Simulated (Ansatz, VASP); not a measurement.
Given: the input of a run of VASP 6.6.1 on Pd.

Contents of INCAR:

```
SYSTEM = Pd
ALGO = Normal
EDIFF = 1E-6
EDIFFG = -0.01
ENCUT = 600
GGA = RP
IBRION = 2
ISIF = 3
ISMEAR = -1
LASPH = .TRUE.
LCHARG = .FALSE.
LREAL = .FALSE.
LWAVE = .FALSE.
NELM = 60
NSW = 60
PREC = Accurate
SIGMA = 0.05
```

KPOINTS

```
k-points
0
G
  12 12 12
  0 0 0
```

POSCAR

```
Pd
1.0
   -1.5722810000      1.5722810000      1.5722810000
    1.5722810000     -1.5722810000      1.5722810000
    1.5722810000      1.5722810000     -1.5722810000
Pd
1
Direct
    0.0000000000      0.0000000000      0.0000000000
```

Potentials or basis: VASP PAW PBE potentials, release 64 (Pd).

Command:

```console
$ cat potpaw_PBE.64/Pd/POTCAR > POTCAR
$ mpirun -np 1 vasp_std > vasp.out
```

Task: Translate it to Ansatz 0.2.0. Potentials there: Ansatz PAW.

Result: As run (the cutoff follows the program's own potentials):

File input.yaml:

```yaml
crystal:
  lattice:
    - [-1.572281, 1.572281, 1.572281]
    - [1.572281, -1.572281, 1.572281]
    - [1.572281, 1.572281, -1.572281]
  atoms:
    - { symbol: Pd, position: [0.0, 0.0, 0.0] }
hamiltonian:
  xc: rpbe
  pseudopotentials: { kind: paw }
kpoints:
  mp_grid: { grid: [12, 12, 12] }
scf:
  occupations: { method: fermi_dirac, width: 0.05 }
output:
  forces: true
  stress: true
  eigenvalues: true
relax:
  f_tol: 0.01
  max_steps: 40
  cell: { stress_tol: 0.05 }
```

Potentials or basis: Ansatz PAW.

The run is started by

```console
$ ansatz run input.yaml --threads 2 --pin off --max-ram 5632MiB --backend cpu --events-out ev --progress --plain --runs-dir out
```

Both were run:

|  | VASP | Ansatz | Ansatz less VASP |
| --- | --- | --- | --- |
| gap on the k mesh at the Fermi level, each at its own relaxed structure (eV) | none | none | - |
| relaxed volume (Å³/atom) | 15.85 | 15.89 | +0.045 |
| relaxed cell length with the largest relative difference (Å) | 2.741 | 2.743 | +0.0026 |
| energy change over the relaxation (meV/atom) | -3 | -3 | -0.6 |

A gap of «none» marks a metal or a gap that the smearing closes. The two sets of potentials don't hold the same shells in valence.

Caveats: the PAW data sets were made with another functional, which shifts forces and pressure a little (VASP); the plane-wave basis is chosen anew once the cell has moved, so the energies of steps on either side of that aren't comparable (Ansatz); the PAW data sets come from PBE, with cores solved anew for the run's functional, which leaves a small shift of forces and pressure (Ansatz).
